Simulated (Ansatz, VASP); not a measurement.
Two plane-wave programs on KF

Contents of INCAR:

```
SYSTEM = KF
PREC = Accurate
ENCUT = 520
EDIFF = 1E-6
ISMEAR = 0
SIGMA = 0.05
LREAL = .False.
LASPH = .True.
NELM = 80
ALGO = Normal
ISIF = 2
LWAVE = .False.
LCHARG = .True.
LELF = .True.
LVHAR = .True.
NBANDS = 15
```

The input KPOINTS:

```
regular mesh
0
Gamma
  8 8 8
  0 0 0
```

Contents of POSCAR:

```
KF
1.0
    0.0000000000      2.5817196783      2.3880907024
    2.6720798670      0.0000000000      2.3880907024
    2.6720798670      2.5817196783      0.0000000000
K F
1 1
Direct
    0.0000000000      0.0000000000      0.0000000000
    0.5000000000      0.5000000000      0.5000000000
```

Input for Ansatz:

```yaml
crystal:
  lattice:
    - [0.0, 2.5817196783, 2.3880907024]
    - [2.672079867, 0.0, 2.3880907024]
    - [2.672079867, 2.5817196783, 0.0]
  atoms:
    - { symbol: K, position: [0.0, 0.0, 0.0] }
    - { symbol: F, position: [0.5, 0.5, 0.5] }
basis:
  ecutwfc: 520.0
kpoints:
  mp_grid: { grid: [8, 8, 8] }
hamiltonian:
  xc: lda
scf:
  occupations: { method: gaussian, width: 0.05 }
output:
  forces: true
  stress: true
  eigenvalues: true
```

Change from the starting cell: normal strain along x +0.0350, normal strain along z -0.0750.

Alike in both runs: task single point; functional LDA; k mesh 8 × 8 × 8; occupations gaussian, width 0.05 eV; no spin polarisation.

|  | VASP | Ansatz |
| --- | --- | --- |
| version | VASP 6.6.1 | Ansatz 0.2.0 |
| potentials or method | VASP PAW LDA potentials, release 64 (K_sv, F) | scalar-relativistic, plane waves, PAW |
| plane-wave cutoff (eV) | 520 | 520 |
| valence electrons in the cell | 16 | 16 |

```tsv
	VASP	Ansatz	Ansatz less VASP
gap on the k mesh at the Fermi level (eV)	6.24	6.26	+0.022
least direct gap on the mesh (eV)	6.27	6.29	+0.024
pressure (GPa)	3.9	3.5	-0.39
largest component of the traceless stress (GPa)	7.99	7.60	-0.388
```

A k mesh can miss the band edges.
